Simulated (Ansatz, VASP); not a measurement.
# GaSi31H (Ga-H pair in Si): VASP beside Ansatz

Wanted: the spread between two codes on one cell, functional and k mesh. The cell is taken from a series of runs on this material, whose earlier steps may have relaxed, scaled, displaced or heated it; both programs get it as it stands.

Calculated with Ansatz 0.2.0; plane waves, with VASP 6.6.1 beside it; single point at HSE06.

In doubt: a hybrid run on one k-point (step 3), which bears on gaps, levels and energies.

### Step 1. Starting point

The cell holds 33 atoms: 31 Si, 1 Ga and 1 H. Its edges and angles: a = 9.474 Å, b = 9.474 Å, c = 9.474 Å, α = 109.5°, β = 109.5°, γ = 109.5°. It derives from Si (Si (Fd-3m)). Nearest the centre at fractional (0.441, 0.500, 0.500): H33 at 0.21 Å, Ga32 at 1.09 Å, Si22 at 2.16 Å, Si25 at 2.73 Å, Si31 at 2.73 Å, Si26 at 2.73 Å, Si8 at 3.50 Å, Si7 at 3.50 Å.

### Step 2. VASP: single point, HSE06

With cell and atoms fixed, the geometry can't cause a difference; cores, projectors, grids and the points listed under the comparison can.

Lines of VASP's logs that name or quote its potential files are left out, and so is its time.

The run reads the wave functions of an earlier VASP run, which isn't shown here.

The input, INCAR:

```
SYSTEM = GaSi31H
PREC = Accurate
ENCUT = 400
EDIFF = 1E-06
NELM = 100
ISMEAR = -1
SIGMA = 0.01
LREAL = Auto
ALGO = Normal
LHFCALC = .TRUE.
AEXX = 0.25
GGA = PE
HFSCREEN = 0.208
LASPH = .TRUE.
NBANDS = 92
PRECFOCK = Fast
LORBIT = 11
LWAVE = .FALSE.
LCHARG = .FALSE.
ISIF = 2
```

The input, POSCAR:

```
GaSi31H
1.0
   -5.4697832414      5.4697832414      5.4697832414
    5.4697832414     -5.4697832414      5.4697832414
    5.4697832414      5.4697832414     -5.4697832414
Si Ga H
31 1 1
Direct
    0.0004984734      0.9996712417      0.4996924139
    0.9902915011      0.2444827171      0.2442466054
    0.0004769738      0.5000257507      0.9993753611
    0.0068181062      0.7555825694      0.7553376776
    0.2491808708      0.9979255094      0.2493418650
    0.2490815486      0.2491413281      0.9978394002
    0.2458368315      0.4998384008      0.7554185928
    0.2457748360      0.7551950761      0.4998141228
    0.5007737847      0.0003194697      0.9999868647
    0.4997796080      0.2485919640      0.7503433816
    0.4997644537      0.7506683488      0.2483524748
    0.7511932534      0.0018429520      0.7513654804
    0.7511754392      0.2441204848      0.4998726710
    0.7511943816      0.4998271950      0.2443687275
    0.7511129736      0.7511244279      0.0019179288
    0.0000915947      0.0001276061      0.2512167417
    0.0001447174      0.2515941603      0.9999356272
    0.9964454957      0.4999384746      0.7504357454
    0.9965275019      0.7507994007      0.4997566920
    0.2552470623      0.0030883331      0.0031950118
    0.2485965629      0.2484299890      0.7483485732
    0.2133781838      0.4997278417      0.4999186978
    0.2485719947      0.7483304108      0.2484851926
    0.4999084337      0.9997536208      0.7510017686
    0.5017895079      0.2378069297      0.4997674336
    0.5016100864      0.4999913920      0.2372728069
    0.4999814793      0.7514223712      0.9995964199
    0.7519980017      0.9964884613      0.4999589574
    0.7456599896      0.2489953225      0.2491037718
    0.7519677300      0.4997691734      0.9966852032
    0.7640467184      0.7621307904      0.7622739218
    0.5564665053      0.5001112502      0.4996301568
    0.4192827150      0.4995378906      0.4996115658
```

The input, KPOINTS:

```
Automatic mesh
0
Gamma
1 1 1
0 0 0
```

The projector-augmented-wave data sets are Si, Ga_d and H (PBE family, release 64).

Started as:

```bash
> export OMP_NUM_THREADS=3
> mpirun -np 1 vasp_gam
```

Numbers of over 12 decimals in the logs are rounded to 6 here.

What it wrote:

```text
[banner, memory and clock lines left out]
running    1 mpi-ranks, on    1 nodes
[...]
Offloading initialized ...    1 GPUs detected
[...]
LDA part: xc-table for (Slater+PW92), standard interpolation
 found WAVECAR, reading the header
 POSCAR, INCAR and KPOINTS ok, starting setup
[...]
reading WAVECAR
 the WAVECAR file was read successfully
 initial charge from wavefunction
 entering main loop
       N       E                     dE             d eps       ncg     rms          rms(c)
DAV:   1    -0.195481954069E+03   -0.19548E+03   -0.64197E+00   216   0.102E+01    0.138E+01
DAV:   2    -0.195530651227E+03   -0.48697E-01   -0.35142E-01   248   0.258E+00    0.878E+00
DAV:   3    -0.195526129286E+03    0.45219E-02   -0.34669E-02   288   0.594E-01    0.529E+00
DAV:   4    -0.195523047748E+03    0.30815E-02   -0.29489E-03   200   0.181E-01    0.307E+00
[...]
DAV:   9    -0.195521284041E+03    0.11092E-04   -0.69190E-06   196   0.688E-03    0.186E-01
DAV:  10    -0.195521281700E+03    0.23411E-05   -0.20835E-06   120   0.393E-03    0.107E-01
DAV:  11    -0.195521281744E+03   -0.44133E-07   -0.93180E-07   108   0.302E-03
   1 F= -.19552128E+03 E0= -.19552128E+03  d E =-.457036E-13
```

From OUTCAR (step 2):

```text
  Total        3.7604628      3.7858457      3.7968813     -2.9617605      2.9288275     -2.9924473
  in kB        9.2041045      9.2662316      9.2932423     -7.2492017      7.1685948     -7.3243106
  external PRESSURE =       9.2545261 kB  Pullay stress =       0.0000000 kB

 POSITION                                       TOTAL-FORCE (eV/Angst)
 -----------------------------------------------------------------------------------
      8.19847     -2.73205      2.73750        -0.060399      0.061778      0.098887
     -2.74344      5.41539      5.41797        -0.092718      0.176605      0.176999
      8.19879      2.73394     -2.72873        -0.060909      0.100975      0.059582
      8.22711      0.03595      0.03863         0.199944      0.082088      0.080362
      5.45932     -2.73162      5.45756         0.010027     -0.022506      0.053648
      5.45829      5.45764     -2.73279         0.011458      0.051295     -0.022535
      5.52131      2.74264     -0.05329        -0.176335      0.094777      0.177260
      5.52029     -0.05254      2.74121        -0.176881      0.175725      0.090888
      2.73233      8.20709     -2.72884        -0.101464      0.061309      0.059666
      2.73027      5.47816     -0.01079         0.022937     -0.012006      0.052194
      2.73082     -0.01396      5.48116         0.023502      0.053149     -0.013215
      0.01102      8.20859      0.00914        -0.052508     -0.023325     -0.011205
     -0.03929      5.50768      2.70986        -0.081642      0.080671     -0.198597
     -0.03828      2.71157      5.50617        -0.082165     -0.200201      0.083644
[...]
-----------------------------------------------------------------------------------
    total drift:                               -0.002816      0.003458      0.000665

  FREE ENERGIE OF THE ION-ELECTRON SYSTEM (eV)
  ---------------------------------------------------
  free  energy   TOTEN  =      -195.5212817438 eV

  energy  without entropy=     -195.5212817438  energy(sigma->0) =     -195.52128174

[... 3 further parts left out ...]
[key lines of the parts left out:]
E-fermi :   5.5994
```

The run ends at a pressure of 0.93 GPa, with forces up to 9.0 eV/Å.

(Part 1 of 2 ends here.)

[Lines on the potential files, build, host, timing and source positions are cut from VASP's logs without a mark.]

[Logs are printed without paths, hosts, clocks, repeated set-up lines and the standing remarks that a program may print on its own settings, such as how far it seeks lower states.]

[Hosts, paths, dates, database ids (printed as entryN), source tags and the programs' standing remarks are cut or masked in the printed files.]
